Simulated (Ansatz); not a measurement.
Crystal: Bi2Se3 (Paraguanajuatite).

```
Bi Se
1.0
     2.07150    1.19598    9.54533
    -2.07150    1.19598    9.54533
     0.00000   -2.39196    9.54533
Bi Se
2 3
Cartesian
  0.0000 0.0000 17.1587
  0.0000 0.0000 11.4773
  0.0000 0.0000 22.5738
  0.0000 0.0000 6.0622
  0.0000 0.0000 0.0000
```

Base run:

```yaml
Program: Ansatz 0.2.0
Functional: LDA
Potentials_or_basis: Ansatz PAW
Cutoff: 420 eV
Density_cutoff: 1680 eV
k_mesh: 6 × 6 × 6
Occupations: fermi-dirac, width 0.05 eV
Spin: spin-orbit coupling, no magnetisation
```

Its results: band gap on the k mesh 0.31 eV, indirect (least direct gap 0.45 eV); pressure -1.5 GPa; largest force 0.210 eV/Å.

Q: The run is repeated on the same cell with these changes: functional from LDA to PBE. What comes out?

A: Band gap on the k mesh 0.31 eV, indirect (least direct gap 0.36 eV); pressure 2.9 GPa; largest force 0.328 eV/Å.

PBE binds less tightly than LDA, so the same cell stands under more pressure.

Caveats: the PAW data sets come from PBE, with cores solved anew for the run's functional, which leaves a small shift of forces and pressure (some runs).

Not every run made on this cell is shown here.
